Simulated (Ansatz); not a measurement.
**How far is PAW off for BaTiO3?**

```yaml
crystal:
  lattice:
    - [3.86458, 0.00000, 0.00000]
    - [0.00000, 2.75194, 2.84580]
    - [0.00000, -2.75194, 2.84580]
  atoms:
    - { symbol: Ba, position: [0.00000, 0.00000, 0.00000] }
    - { symbol: Ti, position: [0.50000, 0.50790, 0.50790] }
    - { symbol: O, position: [0.00000, 0.49210, 0.49210] }
    - { symbol: O, position: [0.50000, 0.50251, 0.99371] }
    - { symbol: O, position: [0.50000, 0.99371, 0.50251] }
```

Atom numbers follow the list: Ba1, Ti2, O3, O4, O5.

The cell is COD entry 9016084, as deposited and not checked against the literature; nothing was relaxed. The listed cell was then made from it by scaling, straining or moving an atom.

No spin–orbit coupling, which matters for the heavy atoms here.

Levels of theory: DFT, PBE, PAW with Ansatz's default frozen-core files, scalar-relativistic (Ansatz 0.2.0); DFT, PBE, all-electron PAW with datasets made for the crystal, scalar-relativistic (Ansatz 0.2.0); DFT, PBE, all-electron LAPW, scalar-relativistic (Ansatz 0.2.0).

For PAW: a Γ-centred 8×8×8 k mesh, Fermi–Dirac smearing of 0.05 eV, cutoff 420 eV, no spin polarisation. The crystal-made all-electron datasets (AE datasets) take a cutoff of 600 eV at this cell. LAPW targets a basis error of 1 meV/atom. The Ansatz runs share mesh, smearing and spin set-up. Plane-wave (PAW) pressures include the program's estimate of the Pulay term.

Stress and pressure are positive in compression.

The change that made this cell: equal xx and yy strain of -3 %.

| quantity | PAW | AE datasets | LAPW |
| --- | --- | --- | --- |
| pressure (GPa) | 14.00 | 13.99 | 13.99 |
| stress xx (GPa) | 17.43 | 17.42 | 17.42 |
| stress yy (GPa) | 16.74 | 16.73 | 16.73 |
| stress zz (GPa) | 7.83 | 7.83 | 7.83 |
| force on Ba1, z (eV/Å) | 0.107 | 0.107 | 0.107 |
| force on Ti2, z (eV/Å) | 0.071 | 0.072 | 0.072 |
| force on O3, z (eV/Å) | 0.019 | 0.019 | 0.019 |
| force on O4, y (eV/Å) | -0.138 | -0.137 | -0.137 |
| band gap (eV) | 1.882 | 1.875 | 1.875 |

PAW's pressure differs from the LAPW value by about 0.01 GPa or less.
